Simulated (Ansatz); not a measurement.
A (111) slab of VN (Fm-3m (No. 225)), 11 planes, outer planes N (top) and N (bottom), with 11 atoms (V5N6) in a surface cell of A = 7.183 Å², as cut from the bulk:

```
CELL_PARAMETERS angstrom
2.87993 0.00000 0.00000
-1.43997 2.49410 0.00000
0.00000 0.00000 26.75728
ATOMIC_POSITIONS crystal
N 0.33333 0.66667 0.28030
V 0.66667 0.33333 0.32424
N 0.00000 0.00000 0.36818
V 0.33333 0.66667 0.41212
N 0.66667 0.33333 0.45606
V 0.00000 0.00000 0.50000
N 0.33333 0.66667 0.54394
V 0.66667 0.33333 0.58788
N 0.00000 0.00000 0.63182
V 0.33333 0.66667 0.67576
N 0.66667 0.33333 0.71970
```

Theory: DFT PBEsol, scalar-relativistic, plane waves, PAW (Ansatz). Settings: cutoff 420 eV, Γ-centred mesh 12×12×1 on the computed 11-atom cell, Gaussian smearing of 0.10 eV; no spin polarisation. The cell repeats along c with a dipole correction in the vacuum.

The relaxed slab holds 5 formula units of VN and 1 further N. Against those formula units in the bulk and the further N in its standard state it lies 1.251 eV higher. The formation energy of VN from the standard states is -2.331 eV a formula unit (uncorrected, no zero-point or thermal terms).

Question: Over what range can the chemical potential of N vary, and what is the surface energy at both ends?

Answer: In contact with the bulk, μ(N) + μ(V) is fixed. With Δμ counted from the standard states, Δμ(N) ≤ 0 keeps elemental N from forming, and Δμ(V) ≤ 0 requires Δμ(N) ≥ ΔH = -2.331 eV. Other compounds of N and V can narrow this range. Then γ, the mean of both faces, = [1.251 eV − 1.00·Δμ(N)]/(2A). At the N-rich end (Δμ = 0): 1.251/(2 × 7.183) × 16.02 = 1.40 J/m². At the N-poor end: (1.251 + 2.331)/(2 × 7.183) × 16.02 = 3.99 J/m².

Question: How does its energy depend on growth conditions?

Answer: It carries an excess of N, so its energy falls by 1.12 J/m² for each eV that μ(N) rises: N-rich conditions lower it; whether it appears depends on the other terminations.

Spin polarisation was left out, and a magnetic state may lie lower.